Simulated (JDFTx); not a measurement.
# BAs (F-43m) in JDFTx: equation of state

Aim: energy against volume of BAs in PBE, for its equilibrium volume and stiffness.

Everything below comes from runs of JDFTx 1.7.0 (patched build). Logs are shortened: lines on timing, memory, paths and dates and some standing lists are left out, and cuts for length are marked. The log counts tension as positive stress, the text compression.

**What was measured.**

“Basic Physical Properties of Cubic Boron Arsenide”, 2019, arxiv:1911.11281 quotes, for a bulk crystal of BAs: bulk modulus 148 GPa.

How close the calculation comes is told below.

## 1. The structure

The structure is cubic, space group F-43m (No. 216). The conventional cell has a = 4.777 Å, b = 4.777 Å, c = 4.777 Å, α = 90.00°, β = 90.00°, γ = 90.00°. Around As (site symmetry -43m) lie 4 B at 2.07 Å. Around B (site symmetry -43m) lie 4 As at 2.07 Å.

## 2. Equation of state, PBE, 12.81 Å³/atom (volume scaled by 0.94)

Input file BAs.in:

```
lattice \
    0.0000000000     4.4214704876     4.4214704876 \
    4.4214704876     0.0000000000     4.4214704876 \
    4.4214704876     4.4214704876     0.0000000000
coords-type Lattice
ion As     0.7500000000     0.7500000000     0.7500000000 1
ion B      0.0000000000     0.0000000000     0.0000000000 1

ion-species pseudo/As.upf
ion-species pseudo/B.upf
elec-cutoff 42
elec-ex-corr gga-PBE
kpoint-folding 10 10 10
elec-smearing Fermi 0.0018374661
elec-n-bands 15
electronic-SCF nIterations 100 energyDiffThreshold 1e-08
electronic-minimize nIterations 30 energyDiffThreshold 1e-7
forces-output-coords Cartesian

dump-name run.$VAR
dump End Ecomponents EigStats BandEigs Kpoints Forces Stress ElecDensity Dtot KEdensity
```

Potentials or basis: PseudoDojo-SR-PBE-0.5-standard.

On the command line:

```bash
$ jdftx -c 1 -i BAs.in -o BAs.out
```

The log of the run:

```text
*************** JDFTx 1.7.0 (patched build) ***************

Input parsed successfully to the following command list (including defaults):
[... the input with its defaults ...]

---------- Setting up symmetries ----------

Found 48 point-group symmetries of the bravais lattice
Found 24 space-group symmetries with basis
Applied RMS atom displacement 0 bohrs to make symmetries exact.

---------- Initializing the Grid ----------
R =
[            0      4.42147      4.42147  ]
[      4.42147            0      4.42147  ]
[      4.42147      4.42147            0  ]
unit cell volume = 172.874
G =
[  -0.710531   0.710531   0.710531  ]
[   0.710531  -0.710531   0.710531  ]
[   0.710531   0.710531  -0.710531  ]
Minimum fftbox size, Smin = [  40  40  40  ]
Chosen fftbox size, S = [  40  40  40  ]

---------- Exchange Correlation functional ----------
Initalized PBE GGA exchange.
Initalized PBE GGA correlation.

---------- Setting up pseudopotentials ----------
Width of ionic core gaussian charges (only for fluid interactions / plotting) set to 0

Reading pseudopotential file 'pseudo/As.upf':
  'As' pseudopotential, 'PBE' functional
  Generated using ONCVPSP code by D. R. Hamann
  15 valence electrons, 3 orbitals, 6 projectors, 1001 radial grid points, with lMax = 2
    3D    l: 2   occupation: 10.0   eigenvalue: -1.493697
    4S    l: 0   occupation:  2.0   eigenvalue: -0.532653
    4P    l: 1   occupation:  3.0   eigenvalue: -0.190913
  Core radius for overlap checks: 1.74 bohrs.

Reading pseudopotential file 'pseudo/B.upf':
  'B' pseudopotential, 'PBE' functional
  Generated using ONCVPSP code by D. R. Hamann
  3 valence electrons, 2 orbitals, 4 projectors, 1001 radial grid points, with lMax = 1
    2S    l: 0   occupation:  2.0   eigenvalue: -0.347027
    2P    l: 1   occupation:  1.0   eigenvalue: -0.132548
  Core radius for overlap checks: 1.18 bohrs.

Initialized 2 species with 2 total atoms.

Folded 1 k-points by 10x10x10 to 1000 k-points.

---------- Setting up k-points, bands, fillings ----------
Adding inversion symmetry to k-mesh for non-inversion-symmetric unit cell.
Reduced to 47 k-points under symmetry.
Computing the number of bands and number of electrons
Calculating initial fillings.
nElectrons:  18.000000   nBands: 15   nStates: 47

----- Setting up reduced wavefunction bases (one per k-point) -----
average nbasis = 2246.837 , ideal nbasis = 2247.492

---------- Setting up ewald sum ----------
Optimum gaussian width for ewald sums = 2.008155 bohr.
Real space sum over 1331 unit cells with max indices [  5  5  5  ]
Reciprocal space sum over 2197 terms with max indices [  6  6  6  ]

---------- Allocating electronic variables ----------
Initializing wave functions:  linear combination of atomic orbitals
Note: number of bands (15) exceeds available atomic orbitals (13)
As pseudo-atom occupations:   s ( 2 )  p ( 3 )  d ( 10 )
B pseudo-atom occupations:   s ( 2 )  p ( 1 )
	FillingsUpdate:  mu: +0.500334197  nElectrons: 18.000000
LCAOMinimize: Iter:   0  F: -98.7141482276702646  |grad|_K:  3.023e-03  alpha:  1.000e+00
	FillingsUpdate:  mu: +0.491043463  nElectrons: 18.000000
LCAOMinimize: Iter:   1  F: -98.7356439669080004  |grad|_K:  1.191e-04  alpha:  4.630e-01  linmin:  3.109e-01  cgtest: -7.390e-01
	FillingsUpdate:  mu: +0.490737754  nElectrons: 18.000000
[... 6 lines of inner loops ...]
LCAOMinimize: Iter:   4  F: -98.7356921898753797  |grad|_K:  5.199e-08  alpha:  9.444e-01  linmin:  6.503e-05  cgtest: -8.159e-04
	FillingsUpdate:  mu: +0.491079802  nElectrons: 18.000000
LCAOMinimize: Iter:   5  F: -98.7356921898849862  |grad|_K:  2.077e-08  alpha:  7.317e-01  linmin:  9.660e-03  cgtest: -7.277e-02
LCAOMinimize: Converged (|Delta F|<1.000000e-06 for 2 iters).

-------- Electronic minimization -----------
Will mix electronic density at each iteration.
	FillingsUpdate:  mu: +0.491079802  nElectrons: 18.000000
	FillingsUpdate:  mu: +0.467086497  nElectrons: 18.000000
SCF: Cycle:  0   F: -98.785113748986177   dF: -4.942e-02   |Residual|: 4.939e-02   |deigs|: 2.845e-01
	FillingsUpdate:  mu: +0.470134747  nElectrons: 18.000000
SCF: Cycle:  1   F: -98.786349925504993   dF: -1.236e-03   |Residual|: 2.780e-02   |deigs|: 8.596e-03
	FillingsUpdate:  mu: +0.474334152  nElectrons: 18.000000
SCF: Cycle:  2   F: -98.786536613806305   dF: -1.867e-04   |Residual|: 3.030e-03   |deigs|: 6.776e-03
	FillingsUpdate:  mu: +0.474463866  nElectrons: 18.000000
SCF: Cycle:  3   F: -98.786542402935524   dF: -5.789e-06   |Residual|: 1.597e-03   |deigs|: 3.516e-04
	FillingsUpdate:  mu: +0.474750525  nElectrons: 18.000000
SCF: Cycle:  4   F: -98.786544009875499   dF: -1.607e-06   |Residual|: 3.513e-04   |deigs|: 3.363e-04
	FillingsUpdate:  mu: +0.474772620  nElectrons: 18.000000
SCF: Cycle:  5   F: -98.786544359681628   dF: -3.498e-07   |Residual|: 8.097e-05   |deigs|: 1.178e-04
	FillingsUpdate:  mu: +0.474779101  nElectrons: 18.000000
SCF: Cycle:  6   F: -98.786544496281792   dF: -1.366e-07   |Residual|: 3.889e-05   |deigs|: 1.274e-04
	FillingsUpdate:  mu: +0.474782664  nElectrons: 18.000000
SCF: Cycle:  7   F: -98.786544545843014   dF: -4.956e-08   |Residual|: 1.688e-05   |deigs|: 1.245e-04
	FillingsUpdate:  mu: +0.474783777  nElectrons: 18.000000
SCF: Cycle:  8   F: -98.786544563995292   dF: -1.815e-08   |Residual|: 4.008e-06   |deigs|: 1.527e-04
	FillingsUpdate:  mu: +0.474783389  nElectrons: 18.000000
SCF: Cycle:  9   F: -98.786544570546098   dF: -6.551e-09   |Residual|: 1.730e-06   |deigs|: 1.403e-04
	FillingsUpdate:  mu: +0.474783244  nElectrons: 18.000000
SCF: Cycle: 10   F: -98.786544573494098   dF: -2.948e-09   |Residual|: 1.656e-06   |deigs|: 2.329e-04
SCF: Converged (|Delta E|<1.000000e-08 for 2 iters).

Setting wave functions to eigenvectors of Hamiltonian

# Stress tensor in Cartesian coordinates [Eh/a0^3]:
[ -0.000432374            0            0  ]
[            0 -0.000432374            0  ]
[            0            0 -0.000432374  ]

# Ionic positions in lattice coordinates:
ion As   0.750000000000000   0.750000000000000   0.750000000000000 1
ion B   0.000000000000000   0.000000000000000   0.000000000000000 1

# Forces in Cartesian coordinates:
force As   0.000000000000000  -0.000000000000000   0.000000000000000 1
force B  -0.000000000000000   0.000000000000000   0.000000000000000 1

# Energy components:
   Eewald =      -64.7427120601843455
       EH =       29.7387874917296777
     Eloc =      -75.0615190159479653
      Enl =      -52.3056707473804110
      Exc =      -25.0497162695028521
 Exc_core =       10.2201153252939321
       KE =       78.4141707072423628
-------------------------------------
     Etot =      -98.7865445687496049
       TS =        0.0000000047444919
-------------------------------------
        F =      -98.7865445734940977

IonicMinimize: Iter:   0  F: -98.786544573494098  |grad|_K:        nan
IonicMinimize: None of the convergence criteria satisfied after 0 iterations.

#--- Lowdin population analysis ---
# oxidation-state As +0.729
# oxidation-state B -0.691

Dumping 'run.eigStats' ...
	eMin: -0.869198 at state 30 ( [ +0.000000 +0.500000 +0.500000 ] spin 0 )
	HOMO: +0.454609 at state 0 ( [ +0.000000 +0.000000 +0.000000 ] spin 0 )
	mu  : +0.474783
	LUMO: +0.496233 at state 27 ( [ +0.000000 +0.400000 +0.400000 ] spin 0 )
	eMax: +1.127110 at state 30 ( [ +0.000000 +0.500000 +0.500000 ] spin 0 )
	HOMO-LUMO gap: +0.041624
	Optical gap  : +0.124045 at state 0 ( [ +0.000000 +0.000000 +0.000000 ] spin 0 )
Done!
[note: mu as printed may lie anywhere between the filled and the empty levels]
```

Wall time 71 s (1 thread of Arm Neoverse V1, shared host); peak memory 0.1 GiB.

Results:

* Free energy: -2688.1188 eV
* Pressure: 12.7 GPa
* Band gap on the k mesh: 1.13 eV, indirect (least direct gap 3.38 eV)
* Loewdin charges: As +0.73; B -0.69 e

Caveat: the empty levels aren't tightly converged.

## 3. Equation of state, PBE, 13.08 Å³/atom (volume scaled by 0.96)

BAs.in, as its differences from that of step 2:

```diff
@@ -1,5 +1,5 @@
 lattice \
-    0.0000000000     4.4214704876     4.4214704876 \
-    4.4214704876     0.0000000000     4.4214704876 \
-    4.4214704876     4.4214704876     0.0000000000
+    0.0000000000     4.4526086295     4.4526086295 \
+    4.4526086295     0.0000000000     4.4526086295 \
+    4.4526086295     4.4526086295     0.0000000000
 coords-type Lattice
```

Potentials or basis: PseudoDojo-SR-PBE-0.5-standard.

On the command line:

```bash
$ jdftx -c 1 -i BAs.in -o BAs.out
```

Wall time 72 s (1 thread of Arm Neoverse V1, shared host); peak memory 0.1 GiB.

It converged, with:

- Free energy: -2688.1558 eV
- Pressure: 9.1 GPa
- Band gap on the k mesh: 1.15 eV, indirect (least direct gap 3.35 eV)
- Loewdin charges: As +0.71; B -0.68 e

Caveat: the empty levels aren't tightly converged.

## 4. Equation of state, PBE, 13.35 Å³/atom (volume scaled by 0.98)

BAs.in, as its differences from that of step 3:

```diff
@@ -1,5 +1,5 @@
 lattice \
-    0.0000000000     4.4526086295     4.4526086295 \
-    4.4526086295     0.0000000000     4.4526086295 \
-    4.4526086295     4.4526086295     0.0000000000
+    0.0000000000     4.4833172456     4.4833172456 \
+    4.4833172456     0.0000000000     4.4833172456 \
+    4.4833172456     4.4833172456     0.0000000000
 coords-type Lattice
```

On the command line:

```bash
$ jdftx -c 1 -i BAs.in -o BAs.out
```

It took 72 s on 1 thread of Arm Neoverse V1, shared host; peak memory 0.11 GiB.

It converged, with:

```yaml
Free_energy: -2688.1809 eV
Pressure: 5.7 GPa
Band_gap_on_the_k_mesh: 1.18 eV, indirect (least direct gap 3.32 eV)
Loewdin_charges: As +0.70; B -0.66 e
```

Caveat: the empty levels aren't tightly converged.

## 5. Equation of state, PBE, 13.63 Å³/atom

BAs.in, as its differences from that of step 4:

```diff
@@ -1,5 +1,5 @@
 lattice \
-    0.0000000000     4.4833172456     4.4833172456 \
-    4.4833172456     0.0000000000     4.4833172456 \
-    4.4833172456     4.4833172456     0.0000000000
+    0.0000000000     4.5136108487     4.5136108487 \
+    4.5136108487     0.0000000000     4.5136108487 \
+    4.5136108487     4.5136108487     0.0000000000
 coords-type Lattice
```

On the command line:

```bash
$ jdftx -c 1 -i BAs.in -o BAs.out
```

Wall time 72 s (1 thread of Arm Neoverse V1, shared host); peak memory 0.11 GiB.

It converged, with:

| Quantity | Value |
| --- | --- |
| Free energy | -2688.1953 eV |
| Pressure | 2.7 GPa |
| Band gap on the k mesh | 1.20 eV, indirect (least direct gap 3.29 eV) |
| Loewdin charges | As +0.68; B -0.65 e |

Caveat: the empty levels aren't tightly converged.

## 6. Equation of state, PBE, 13.90 Å³/atom (volume scaled by 1.02)

BAs.in, as its differences from that of step 5:

```diff
@@ -1,5 +1,5 @@
 lattice \
-    0.0000000000     4.5136108487     4.5136108487 \
-    4.5136108487     0.0000000000     4.5136108487 \
-    4.5136108487     4.5136108487     0.0000000000
+    0.0000000000     4.5435031824     4.5435031824 \
+    4.5435031824     0.0000000000     4.5435031824 \
+    4.5435031824     4.5435031824     0.0000000000
 coords-type Lattice
```

Potentials or basis: PseudoDojo-SR-PBE-0.5-standard.

On the command line:

```bash
$ jdftx -c 1 -i BAs.in -o BAs.out
```

Wall time 72 s (1 thread of Arm Neoverse V1, shared host); peak memory 0.11 GiB.

The run converged. Its results:

- Free energy: -2688.2000 eV
- Pressure: 0.0 GPa
- Band gap on the k mesh: 1.22 eV, indirect (least direct gap 3.27 eV)
- Loewdin charges: As +0.67; B -0.63 e

Caveat: the empty levels aren't tightly converged.

## 7. Equation of state, PBE, 14.17 Å³/atom (volume scaled by 1.04)

BAs.in, as its differences from that of step 6:

```diff
@@ -1,5 +1,5 @@
 lattice \
-    0.0000000000     4.5435031824     4.5435031824 \
-    4.5435031824     0.0000000000     4.5435031824 \
-    4.5435031824     4.5435031824     0.0000000000
+    0.0000000000     4.5730072765     4.5730072765 \
+    4.5730072765     0.0000000000     4.5730072765 \
+    4.5730072765     4.5730072765     0.0000000000
 coords-type Lattice
```

Potentials or basis: PseudoDojo-SR-PBE-0.5-standard.

On the command line:

```bash
$ jdftx -c 1 -i BAs.in -o BAs.out
```

The log of the run:

```text
*************** JDFTx 1.7.0 (patched build) ***************

Input parsed successfully to the following command list (including defaults):
[... the input with its defaults ...]

---------- Setting up symmetries ----------

Found 48 point-group symmetries of the bravais lattice
Found 24 space-group symmetries with basis
Applied RMS atom displacement 0 bohrs to make symmetries exact.

---------- Initializing the Grid ----------
R =
[            0      4.57301      4.57301  ]
[      4.57301            0      4.57301  ]
[      4.57301      4.57301            0  ]
unit cell volume = 191.265
G =
[  -0.686986   0.686986   0.686986  ]
[   0.686986  -0.686986   0.686986  ]
[   0.686986   0.686986  -0.686986  ]
Minimum fftbox size, Smin = [  40  40  40  ]
Chosen fftbox size, S = [  40  40  40  ]

---------- Exchange Correlation functional ----------
Initalized PBE GGA exchange.
Initalized PBE GGA correlation.
[... 81 lines left out ...]
SCF: Converged (|Delta E|<1.000000e-08 for 2 iters).

Setting wave functions to eigenvectors of Hamiltonian

# Stress tensor in Cartesian coordinates [Eh/a0^3]:
[  8.23485e-05            0            0  ]
[            0  8.23485e-05            0  ]
[            0            0  8.23485e-05  ]

# Ionic positions in lattice coordinates:
ion As   0.750000000000000   0.750000000000000   0.750000000000000 1
ion B   0.000000000000000   0.000000000000000   0.000000000000000 1

# Forces in Cartesian coordinates:
force As  -0.000000000000000  -0.000000000000000   0.000000000000000 1
force B  -0.000000000000000  -0.000000000000000   0.000000000000000 1

# Energy components:
   Eewald =      -62.5973179907954034
       EH =       30.9576542517764004
     Eloc =      -78.3117474471814035
      Enl =      -52.3147804941579722
      Exc =      -24.9840237849535747
 Exc_core =       10.2201144226291607
       KE =       78.2407235614811185
-------------------------------------
     Etot =      -98.7893774812016403
       TS =        0.0000000018923525
-------------------------------------
        F =      -98.7893774830939861

IonicMinimize: Iter:   0  F: -98.789377483093986  |grad|_K:        nan
IonicMinimize: None of the convergence criteria satisfied after 0 iterations.

#--- Lowdin population analysis ---
# oxidation-state As +0.654
# oxidation-state B -0.616

Dumping 'run.eigStats' ...
	eMin: -0.923788 at state 30 ( [ +0.000000 +0.500000 +0.500000 ] spin 0 )
	HOMO: +0.393906 at state 0 ( [ +0.000000 +0.000000 +0.000000 ] spin 0 )
	mu  : +0.415942
	LUMO: +0.439244 at state 27 ( [ +0.000000 +0.400000 +0.400000 ] spin 0 )
	eMax: +1.005576 at state 30 ( [ +0.000000 +0.500000 +0.500000 ] spin 0 )
	HOMO-LUMO gap: +0.045338
	Optical gap  : +0.119184 at state 0 ( [ +0.000000 +0.000000 +0.000000 ] spin 0 )
Done!
[note: mu as printed may lie anywhere between the filled and the empty levels]
```

It took 73 s on 1 thread of Arm Neoverse V1, shared host; peak memory 0.11 GiB.

What came out:

* Free energy: -2688.1959 eV
* Pressure: -2.4 GPa
* Band gap on the k mesh: 1.23 eV, indirect (least direct gap 3.24 eV)
* Loewdin charges: As +0.65; B -0.62 e

Caveat: the empty levels aren't tightly converged.

## 8. Equation of state, PBE, 14.44 Å³/atom (volume scaled by 1.06)

BAs.in, as its differences from that of step 7:

```diff
@@ -1,5 +1,5 @@
 lattice \
-    0.0000000000     4.5730072765     4.5730072765 \
-    4.5730072765     0.0000000000     4.5730072765 \
-    4.5730072765     4.5730072765     0.0000000000
+    0.0000000000     4.6021354968     4.6021354968 \
+    4.6021354968     0.0000000000     4.6021354968 \
+    4.6021354968     4.6021354968     0.0000000000
 coords-type Lattice
```

On the command line:

```bash
$ jdftx -c 1 -i BAs.in -o BAs.out
```

Wall time 73 s (1 thread of Arm Neoverse V1, shared host); peak memory 0.11 GiB.

The run converged. Its results:

| Property | Result |
| --- | --- |
| Free energy | -2688.1839 eV |
| Pressure | -4.6 GPa |
| Band gap on the k mesh | 1.25 eV, indirect (least direct gap 3.22 eV) |
| Loewdin charges | As +0.64; B -0.60 e |

Caveat: the empty levels aren't tightly converged.

## 9. Equation of state, PBE

Potentials or basis: PseudoDojo-SR-PBE-0.5-standard.

This step only gathers the single runs of the series.

Results:

| Item | Value |
| --- | --- |
| Equilibrium volume | 13.90 Å³/atom |
| Bulk modulus | 131 GPa |
| Pressure derivative of the bulk modulus | 4.1 |

Energy against volume, from the lowest point:
```tsv
volume (Å³/atom)	energy (meV/atom)
12.809	40.58
13.081	22.09
13.354	9.53
13.626	2.34
13.899	0.00
14.171	2.04
14.444	8.06
```

Caveat: the empty levels aren't tightly converged.

## 10. How close it comes

Step 9. Against the measured bulk modulus of BAs, 148 GPa (quoted in “Basic Physical Properties of Cubic Boron Arsenide”, 2019, arxiv:1911.11281), the calculated 131 GPa is off by -11.3 %. The fit is for a static lattice scaled at fixed shape and fixed fractional positions.
